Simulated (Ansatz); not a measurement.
Two Ansatz runs on BAs

The cell is COD entry 9008833, as deposited and not checked against the literature; nothing was relaxed. The listed cell was then made from it by scaling, straining or moving an atom.

First run: DFT, PBE, PAW with Ansatz's default frozen-core files, scalar-relativistic (Ansatz 0.2.0).

Command: `ansatz run input.yaml --threads 1 --pin off --max-ram 3072MiB --backend cpu --events-out ev --progress --plain --runs-dir out` The run took 8.6 s on 1 thread of Arm Neoverse V2, on a shared host, peak memory 0.43 GiB.

```yaml
crystal:
  lattice:
    - [0.0, 2.43627, 2.3885]
    - [2.43627, 0.0, 2.3885]
    - [2.43627, 2.43627, 0.0]
  atoms:
    - { symbol: B, position: [0.0, 0.0, 0.0] }
    - { symbol: As, position: [0.75, 0.75, 0.75] }
kpoints:
  mp_grid: { grid: [15, 15, 15] }
scf:
  occupations: { method: fermi_dirac, width: 0.03 }
hamiltonian:
  xc: pbe
  pseudopotentials: { kind: paw }
output:
  forces: true
  stress: true
  eigenvalues: true
  efg: { contact_densities: true }
```

Result: converged; pressure -2.45 GPa; gap on the k mesh 0.94 eV (the mesh can miss the band edges); 6 SCF iterations.

The input is then changed:

```diff
@@ -14,4 +14,5 @@
   xc: pbe
   pseudopotentials: { kind: paw }
+  dispersion: d4
 output:
   forces: true
@@ -19,3 +20,9 @@
   eigenvalues: true
   efg: { contact_densities: true }
+  write_density: true
+  write_potential: true
+  elf: true
+  volumetric_format: npy
+basis:
+  ecutwfc: "600 eV"
```

(1) Predict the outcome of the changed run.

Results:

(1) It converged; pressure -6.47 GPa; gap on the k mesh 0.93 eV (the mesh can miss the band edges); 6 SCF iterations.
